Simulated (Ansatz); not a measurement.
Crystal: GaAs.

```
As Ga
1.0
     0.00000    2.82685    2.82685
     2.82685    0.00000    2.82685
     2.82685    2.82685    0.00000
As Ga
1 1
Direct
  0.75000 0.75000 0.75000
  0.00000 0.00000 0.00000
```

```yaml
Program: Ansatz 0.2.0
Task: relaxation of cell and atoms
Functional: LDA
Potentials_or_basis: all-electron LAPW, scalar-relativistic
Basis_error_allowed: 0.001 eV/atom
k_mesh: 8 × 8 × 8
Occupations: fermi-dirac, width 0.05 eV
Spin: no spin polarisation
```

At the start: volume 22.59 Å³/atom.

**Question.** Where does the relaxation end?

**Answer.** Over 4 steps the energy falls by 3.6 meV/atom and the volume is 21.99 Å³/atom (-2.7 %); space group F-43m (No. 216, to 0.05 Å).

The path:
```tsv
step	energy change (eV)	largest force (eV/Å)	volume (Å³)
1	0.0000	0.0000	45.18
2	-0.0069	0.0000	44.20
3	-0.0072	0.0000	43.97
4	-0.0072	0.0000	43.97
```

Final structure:
```
As Ga
1.0
     0.00000    2.80143    2.80143
     2.80143    0.00000    2.80143
     2.80143    2.80143    0.00000
As Ga
1 1
Direct
  0.75000 0.75000 0.75000
  0.00000 0.00000 0.00000
```
